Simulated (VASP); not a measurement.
# W in VASP: further runs, part 2 of 2

VASP 6.6.1.

## Step 4: Single point, PBE

Contents of INCAR:

```
ALGO = Normal
DIPOL = 0.5 0.5 0.500
EDIFF = 1E-7
ENCUT = 520
GGA = PE
ICORELEVEL = 1
IDIPOL = 3
ISIF = 2
ISMEAR = 1
KPAR = 2
LASPH = T
LCHARG = F
LDIPOL = T
LREAL = F
LVACPOTAV = T
LVHAR = T
LWAVE = F
NBANDS = 28
NELM = 80
PREC = Accurate
SIGMA = 0.1
```

Contents of KPOINTS:

```
k-points
0
Gamma
  15 15 1
```

Contents of POSCAR:

```
W                                       
1.0
    2.7579548900      0.0000000000      0.0000000000
   -0.9193183000      2.6002248100      0.0000000000
    0.0000000000      0.0000000000     19.5037214800
  W             
     3
Direct
     0.5000000000000000    0.5000000000000000    0.3881764234309736
     0.0000000000000000    0.0000000000000000    0.5000000000000000
     0.5000000000000000    0.5000000000000000    0.6118235765690264
```

Potentials or basis: VASP PAW PBE potentials, release 64 (W_sv).

Launch:

```sh
cat potpaw_PBE.64/W_sv/POTCAR > POTCAR
mpirun -np 2 vasp_std > vasp.out
```

OUTCAR:

```text
EDIFF = 1E-7
   ENCUT = 520
   GGA = PE
   ISIF = 2
   ISMEAR = 1
   LASPH = T
   LREAL = F
   NELM = 80
   PREC = Accurate

 ion  position               nearest neighbor table
   1  0.500  0.500  0.388-   2 2.70   2 2.70   2 3.13   2 3.13
   2  0.000  0.000  0.500-   1 2.70   3 2.70   1 2.70   3 2.70   1 3.13   3 3.13   1 3.13   3 3.13

   3  0.500  0.500  0.612-   2 2.70   2 2.70   2 3.13   2 3.13

  LATTYP: Found a base centered orthorhombic cell.
 ALAT       =     3.1846119972
 B/A-ratio  =     1.4142135635
 C/A-ratio  =     6.1243635009

  Lattice vectors:

 A1 = (   2.7579548900,   0.0000000000,   0.0000000000)
 A2 = (  -0.9193183000,   2.6002248100,   0.0000000000)
 A3 = (   0.0000000000,   0.0000000000,  19.5037214800)

Analysis of symmetry for initial positions (statically):
=====================================================================
 Subroutine PRICEL returns:
 Original cell was already a primitive cell.

 Routine SETGRP: Setting up the symmetry group for a
 base centered orthorhombic supercell.

 Subroutine GETGRP returns: Found  8 space group operations
 (whereof  8 operations were pure point group operations)
 out of a pool of  8 trial point group operations.

The static configuration has the point symmetry D_2h.

Analysis of symmetry for dynamics (positions and initial velocities):
=====================================================================
 Subroutine PRICEL returns:
 Original cell was already a primitive cell.

 Routine SETGRP: Setting up the symmetry group for a
 base centered orthorhombic supercell.

 Subroutine GETGRP returns: Found  8 space group operations
 (whereof  8 operations were pure point group operations)
 out of a pool of  8 trial point group operations.

The dynamic configuration has the point symmetry D_2h.

 Subroutine INISYM returns: Found  8 space group operations
 (whereof  8 operations are pure point group operations),
 and found     1 'primitive' translations

[... 132 lines left out ...]
 NGX is ok and might be reduce to    24
   NGX = 11   NGY = 11   NGZ = 73

 number of electron      41.9999996 magnetization

 dipolmoment           0.000000      0.000000     -0.000000 electrons x Angstroem

 Free energy of the ion-electron system (eV)
  ---------------------------------------------------
  ext. energy  EPLUGINS =         0.00000000
  ---------------------------------------------------
  free energy    TOTEN  =       -35.86094227 eV

  energy without entropy =      -35.85925401  energy(sigma->0) =      -35.86037952

 the core state eigenenergies are
   1-  1s -69462.3229  2s -11982.8495  2p -10476.4577  3s  -2755.4406  3p  -2309.5539
       3d  -1797.5146  4s   -563.8810  4p   -417.6666  4d   -232.5455  4f    -27.4388

   2-  1s -69462.3161  2s -11982.8779  2p -10476.4830  3s  -2755.4930  3p  -2309.6063
       3d  -1797.5652  4s   -563.9691  4p   -417.7585  4d   -232.6427  4f    -27.5520

   3-  1s -69462.3229  2s -11982.8495  2p -10476.4577  3s  -2755.4406  3p  -2309.5539
       3d  -1797.5146  4s   -563.8810  4p   -417.6666  4d   -232.5455  4f    -27.4388

 E-fermi :   0.7808     XC(G=0):  -5.7257

 val. band max:        0.7778946467   @ k =  -0.4667   0.4000   0.0000
 cond. band min:       0.7961822410   @ k =   0.4667   0.1333   0.0000
 fundamental gap:      0.0182875943
 Fermi energy:         0.7808172683

 k-point     1 :       0.0000    0.0000    0.0000
  band No.  band energies     occupation
      1     -73.3850      2.00000
      2     -73.1816      2.00000
      3     -73.1656      2.00000
      4     -38.0685      2.00000
      5     -37.5644      2.00000
      6     -37.3414      2.00000
[... 733 lines left out ...]
     27       3.7955      0.00000
     28       4.0384      0.00000

 [... further k-points ...]

------------------------ aborting loop because EDIFF is reached ----------------------------------------

  FORCE on cell =-STRESS in cart. coord.  units (eV):
  Direction    XX          YY          ZZ          XY          YZ          ZX
  --------------------------------------------------------------------------------------
  -------------------------------------------------------------------------------------
  Total       -3.2221180     -3.7120677     -0.0680615     -0.6928935      0.0000000      0.0000000
  in kB      -36.9093574    -42.5217304     -0.7796449     -7.9370938      0.0000000      0.0000000
  external PRESSURE =     -26.7369109 kB  Pullay stress =       0.0000000 kB

 VOLUME and BASIS-vectors are now :
 -----------------------------------------------------------------------------
  energy-cutoff  :      520.00
  volume of cell :      139.87
      direct lattice vectors                 reciprocal lattice vectors
     2.757954890  0.000000000  0.000000000     0.362587511  0.128194044  0.000000000
    -0.919318300  2.600224810  0.000000000     0.000000000  0.384582132  0.000000000
     0.000000000  0.000000000 19.503721480     0.000000000  0.000000000  0.051272266

 POSITION                                       TOTAL-FORCE (eV/Angst)
 -----------------------------------------------------------------------------------
      0.91932      1.30011      7.57088        -0.000000      0.000000      0.008041
      0.00000      0.00000      9.75186         0.000000      0.000000      0.000000
      0.91932      1.30011     11.93284        -0.000000     -0.000000     -0.008041
 -----------------------------------------------------------------------------------
    total drift:                                0.000000      0.000000     -0.000000

  FREE ENERGIE OF THE ION-ELECTRON SYSTEM (eV)
  ---------------------------------------------------
  free  energy   TOTEN  =       -35.8609422689 eV

  energy  without entropy=      -35.8592540142  energy(sigma->0) =      -35.86037952

 vacuum level on the upper side and lower side of the slab         5.593         5.593
```

OSZICAR:

```text
N       E                     dE             d eps       ncg     rms          rms(c)
DAV:   1     0.460871250865E+03    0.46087E+03   -0.26865E+04  4280   0.143E+03
DAV:   2    -0.216405246259E+02   -0.48251E+03   -0.47578E+03  4312   0.438E+02
DAV:   3    -0.376643803919E+02   -0.16024E+02   -0.15469E+02  4380   0.832E+01
[... 15 lines left out ...]
DAV:  19    -0.358609343247E+02   -0.18732E-04   -0.12094E-06  2988   0.273E-03    0.189E-03
DAV:  20    -0.358609409042E+02   -0.65795E-05   -0.42747E-07  3116   0.258E-03    0.384E-04
DAV:  21    -0.358609419798E+02   -0.10757E-05   -0.40000E-08  2660   0.637E-04    0.138E-04
DAV:  22    -0.358609422350E+02   -0.25521E-06   -0.13599E-08  2440   0.350E-04    0.142E-04
DAV:  23    -0.358609422689E+02   -0.33901E-07   -0.19802E-09  2100   0.206E-04
   1 F= -.35860942E+02 E0= -.35860380E+02  d E =-.168825E-02
```

Run time: 74 s. Hardware: 2 MPI ranks of Intel Xeon 6975P-C (Granite Rapids), shared host; peak memory 0.37 GiB.

Results:

- Free energy: -35.8609 eV
- Largest force: 0.008 eV/Å
- Band gap on the k mesh: none (metal or under the smearing width)
- Work function of the upper face: 4.81 eV
- Work function of the lower face: 4.81 eV

Forces on the atoms (eV/Å):
```
W    0.000  0.000  0.008
W    0.000  0.000  0.000
W    0.000  0.000 -0.008
```

Levels at points of the mesh, in eV from the Fermi level:
| k point | band 17 | band 18 | band 19 | band 20 | band 21 | band 22 | band 23 | band 24 | band 25 | band 26 |
| --- | --- | --- | --- | --- | --- | --- | --- | --- | --- | --- |
| (0.00, 0.00, 0.00) | -2.05 | -1.45 | -1.26 | -1.05 | -0.64 | -0.57 | 0.75 | 1.80 | 2.03 | 2.07 |

Core levels (eV, on the scale of the bands):
```csv
atom,levels
1 W,"1s -69462.3, 2s -11982.8, 2p -10476.5, 3s -2755.4, 3p -2309.6, 3d -1797.5, 4s -563.9, 4p -417.7, 4d -232.5, 4f -27.4"
2 W,"1s -69462.3, 2s -11982.9, 2p -10476.5, 3s -2755.5, 3p -2309.6, 3d -1797.6, 4s -564.0, 4p -417.8, 4d -232.6, 4f -27.6"
3 W,"1s -69462.3, 2s -11982.8, 2p -10476.5, 3s -2755.4, 3p -2309.6, 3d -1797.5, 4s -563.9, 4p -417.7, 4d -232.5, 4f -27.4"
```

Spin-orbit coupling is left out, which matters for the levels of W.
